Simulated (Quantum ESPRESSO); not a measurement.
Crystal: InP.

```
In P
1.0
     0.00000    2.93050    2.93050
     2.93050    0.00000    2.93050
     2.93050    2.93050    0.00000
In P
1 1
Direct
  0.00000 0.00000 0.00000
  0.75000 0.75000 0.75000
```

Program: Quantum ESPRESSO 7.5. Alike in all runs: task single point; cell as given; smearing fixed. Hardware: 1 thread of Arm Neoverse V1 (shared host).

Problem. Order these runs on this cell by their wall time, lowest first.
A. level LDA; potentials or basis PseudoDojo 0.4.1 SR LDA standard; spin off; k mesh 3 × 3 × 3; cutoff (eV) 952; k mesh of the self-consistent run 8 × 8 × 8; form of the LDA PW92; mesh quality coarse
B. level PBE; potentials or basis PseudoDojo 0.4.1 SR PBE standard; spin off; k mesh 18 × 18 × 18; cutoff (eV) 952; k mesh of the self-consistent run 18 × 18 × 18; mesh quality not flagged
C. level PBE; potentials or basis PseudoDojo 0.4 FR PBE standard; spin non-collinear, zero start, SOC; k mesh 2 × 2 × 2; cutoff (eV) 952; k mesh of the self-consistent run 8 × 8 × 8; mesh quality coarse
D. level PBE; potentials or basis PseudoDojo 0.4.1 SR PBE standard; spin off; k mesh 4 × 4 × 4; cutoff (eV) 517; k mesh of the self-consistent run 8 × 8 × 8; mesh quality coarse

Solution. D (13 s), A (35 s), C (150 s), B (440 s).

Caveats: some runs use coarse meshes.

Not every run made on this cell is shown here.
